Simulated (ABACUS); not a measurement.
BN: equation of state with revPBE

**Experimental background.**

From “Effect of nanostructuration on compressibility of cubic BN”, 2012, arxiv:1208.3664, for a bulk crystal of BN at 300 K: bulk modulus 395 ± 2 GPa.

Crystal: BN.

```xyz
2
Lattice="0.0000 1.8130 1.8130 1.8130 0.0000 1.8130 1.8130 1.8130 0.0000" Properties=species:S:1:pos:R:3 pbc="T T T"
N     0.9065    0.9065    0.9065
B     0.0000    0.0000    0.0000
```

The cell is a database's computed one.

| Property | Result |
| --- | --- |
| Program | ABACUS 3.10.1 |
| Task | equation of state |
| Functional | revPBE |
| Potentials or basis | SSSP 1.3 efficiency PBE |
| Cutoff | 748 eV |
| Density cutoff | 5987 eV |
| Basis | plane waves |
| k mesh | 10 × 10 × 10 |
| Occupations | fermi-dirac, width 0.05 eV |
| Spin | no spin polarisation |

| Property | Result |
| --- | --- |
| Equilibrium volume | 5.97 Å³/atom |
| Bulk modulus | 365 GPa |
| Pressure derivative of the bulk modulus | 3.7 (rough: it moves with the points fitted) |

Energy against volume, from the lowest point:
```csv
volume (Å³/atom),energy (meV/atom)
5.602,26.66
5.840,1.26
6.078,0.00
6.317,18.75
```

All runs of the series together: 6.6 s on 4 threads of Intel(R) Xeon(R) Platinum 8559C (Emerald Rapids) (shared host).

Against the measured bulk modulus of BN, 395 GPa (300 K; quoted in “Effect of nanostructuration on compressibility of cubic BN”, 2012, arxiv:1208.3664), the calculated 365 GPa is off by -7.5 %. The fit is for a static lattice scaled at fixed shape and fixed fractional positions.

Caveat: the potentials were made for another functional, which shifts forces and pressure.
